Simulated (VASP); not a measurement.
Be2C under changes of volume

One of the cells (6.901 Å³/atom); the others are scaled copies at fixed shape and fractional positions:

```
C Be
1.0
     0.00000    2.17934    2.17934
     2.17934    0.00000    2.17934
     2.17934    2.17934    0.00000
C Be
1 2
Cartesian
  0.0000 0.0000 0.0000
  3.2690 3.2690 3.2690
  1.0897 1.0897 1.0897
```

| Item | Value |
| --- | --- |
| Program | VASP 6.6.1 |
| Functional | PBE |
| Potentials or basis | VASP PAW PBE potentials, release 64 (C, Be) |
| Cutoff | 520 eV |
| k mesh | 11 × 11 × 11 |
| Occupations | fermi-dirac, width 0.05 eV |
| Spin | no spin polarisation |

| volume (Å³/atom) | energy over the lowest point (meV/atom) | pressure (GPa) | gap on the mesh (eV) |
| --- | --- | --- | --- |
| 6.359 | ? | ? | ? |
| 6.495 | 6.12 | 9.0 | 1.27 |
| 6.630 | 0.45 | 4.4 | 1.26 |
| 6.901 | 0.00 | -3.7 | 1.24 |
| 7.036 | 4.60 | -7.2 | 1.23 |
| 7.171 | 12.06 | -10.5 | 1.22 |

Question: What does the run at 6.359 Å³/atom give?

Answer: Energy over the lowest point 15.88 meV/atom; pressure 14.1 GPa; gap on the mesh 1.28 eV.

Worked out: A Birch-Murnaghan fit of order 3 (a polynomial in V^(-2/3)) to the other rows has its minimum at 6.77 Å³/atom with B0 = V·E''(V) = 202 GPa and B' = 3.5. It gives 15.95 meV/atom at 6.359 Å³/atom, against the run's 15.88, and -dE/dV = 14.2 GPa, against 14.1. A straight line through the other rows of the gap, of slope -0.504 eV per unit of ln V, extrapolates to 1.28 eV, against the run's 1.28.

Energies are extrapolated to zero smearing.

Caveats: an odd mesh through Γ misses points on the zone boundary, where band edges often lie.
